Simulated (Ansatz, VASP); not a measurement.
One calculation of As, two programs

```
CELL_PARAMETERS angstrom
2.71004 -0.01738 -0.01186
-0.01738 2.72970 0.03326
-0.01186 0.03326 2.67219
ATOMIC_POSITIONS crystal
As 0.48435 0.50553 0.49638
```

Change from the starting cell: cell strained at random at fixed volume.

Alike in both runs: task single point; functional PBE; k mesh 10 × 10 × 10; occupations fermi-dirac, width 0.05 eV; no spin polarisation.

```csv
,VASP,Ansatz
version,VASP 6.6.1,Ansatz 0.2.0
potentials or method,"VASP PAW PBE potentials, release 64 (As)",Ansatz PAW
plane-wave cutoff (eV),520,420
valence electrons in the cell,5,15
```

VASP gave:

```
gap on the k mesh at the Fermi level (eV)       : none
pressure (GPa)                                  : 2.4
largest component of the traceless stress (GPa) : 2.24
```

Problem. What did Ansatz give for the same quantities?

Solution. gap on the k mesh at the Fermi level (eV): none; pressure (GPa): 2.2; largest component of the traceless stress (GPa): 2.22.

A gap of «none» marks a metal or a gap that the smearing closes. With one functional, cell and mesh, what is left measures potentials, basis and numerics. The two sets of potentials don't hold the same shells in valence.
